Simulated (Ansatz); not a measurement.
## AlNi in Ansatz: the effect of target pressure

Crystal: AlNi.

```xyz
2
Lattice="2.8810 0.0000 0.0000 0.0000 2.8810 0.0000 0.0000 0.0000 2.8810" Properties=species:S:1:pos:R:3 pbc="T T T"
Ni    1.4405    1.4405    1.4405
Al    0.0000    0.0000    0.0000
```

Alike in all runs:

```yaml
Program: Ansatz 0.2.0
Task: relaxation of cell and atoms
Functional: PBEsol
Potentials_or_basis: all-electron LAPW, scalar-relativistic
Basis_error_allowed: 0.001 eV/atom
k_mesh: 9 × 9 × 9
Occupations: fermi-dirac, width 0.05 eV
Spin: collinear spin, ferromagnetic start
Starting_moments: "[1.0, 0.0] μB"
```

Each run relaxes the cell or the atoms first.

```csv
target pressure,relaxed volume (Å³/atom)
0 GPa,?
5 GPa,11.40
10 GPa,11.13
20 GPa,10.66
30 GPa,10.28
```

What does the run with target pressure 0 GPa give?

Relaxed volume 11.71 Å³/atom.

Worked out: In Murnaghan's law V^(-B') rises as a straight line in P. The other rows fit best with B' = 3.9, V0 = 11.71 Å³/atom and B0 = 176 GPa, which gives 11.71 Å³/atom at 0 GPa, against the run's 11.71.

Caveats: the starting moments weren't kept.
